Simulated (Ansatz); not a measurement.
# TiAl3: the cost of one run

Computed with Ansatz 0.2.0 (DFT PBE, scalar-relativistic, plane waves, PAW, unless a step's input says otherwise).

1 further run of the same task is left out (it didn't finish).

## (1) The structure to begin with

Symmetry: I4/mmm, No. 139, tetragonal system. Conventional cell: a = 3.845 Å, b = 3.845 Å, c = 8.623 Å, α = 90.00°, β = 90.00°, γ = 90.00°. Ti (site symmetry 4/mmm) has 12 Al at 2.72 to 2.89 Å as nearest neighbours. Around Al (site symmetry 4/mmm) lie 4 Ti at 2.72 Å and 8 Al at 2.89 Å. Around Al (site symmetry -4m2) lie 8 Al at 2.72 to 2.89 Å and 4 Ti at 2.89 Å.

Coordinates:

```cif
data_structure
_symmetry_space_group_name_H-M 'P 1'
_symmetry_Int_Tables_number 1
_cell_length_a 3.8453
_cell_length_b 3.8453
_cell_length_c 8.6228
_cell_angle_alpha 90.000
_cell_angle_beta 90.000
_cell_angle_gamma 90.000
_cell_volume 127.50
loop_
_atom_site_label
_atom_site_type_symbol
_atom_site_fract_x
_atom_site_fract_y
_atom_site_fract_z
_atom_site_occupancy
Ti1 Ti 0.00000 0.00000 0.00000 1
Ti2 Ti 0.50000 0.50000 0.50000 1
Al1 Al 0.50000 0.50000 0.00000 1
Al2 Al 0.00000 0.50000 0.25000 1
Al3 Al 0.50000 0.00000 0.25000 1
Al4 Al 0.00000 0.00000 0.50000 1
Al5 Al 0.50000 0.00000 0.75000 1
Al6 Al 0.00000 0.50000 0.75000 1
```

It goes back to an entry of the Materials Project, which need not be the stable form.

## (2) Reference cell for the strains

The input, input.yaml:

```yaml
crystal:
  lattice:
    - [3.8453468586, 0.0, 0.0]
    - [0.0, 3.8453468586, 0.0]
    - [0.0, 0.0, 8.6228095931]
  atoms:
    - { symbol: Ti, position: [0.0, 0.0, 0.0] }
    - { symbol: Ti, position: [0.5, 0.5, 0.5] }
    - { symbol: Al, position: [0.5, 0.5, 0.0] }
    - { symbol: Al, position: [0.0, 0.5, 0.25] }
    - { symbol: Al, position: [0.5, 0.0, 0.25] }
    - { symbol: Al, position: [0.0, 0.0, 0.5] }
    - { symbol: Al, position: [0.5, 0.0, 0.75] }
    - { symbol: Al, position: [0.0, 0.5, 0.75] }
basis:
  ecutwfc: 420
kpoints:
  mp_grid: { grid: [10, 10, 4] }
hamiltonian:
  xc: pbe
scf:
  occupations: { method: gaussian, width: 0.1 }
output:
  forces: true
  stress: true
  eigenvalues: true
```

Launch:

```
ansatz run input.yaml --threads 1 --pin off --max-ram 2560MiB --backend cpu --events-out ev --progress --plain --runs-dir out
```

**Question.** How long does this run take on 1 thread of Arm Neoverse V2, shared host, and how much memory does it need?

About 12 s, with a peak of 0.53 GiB.
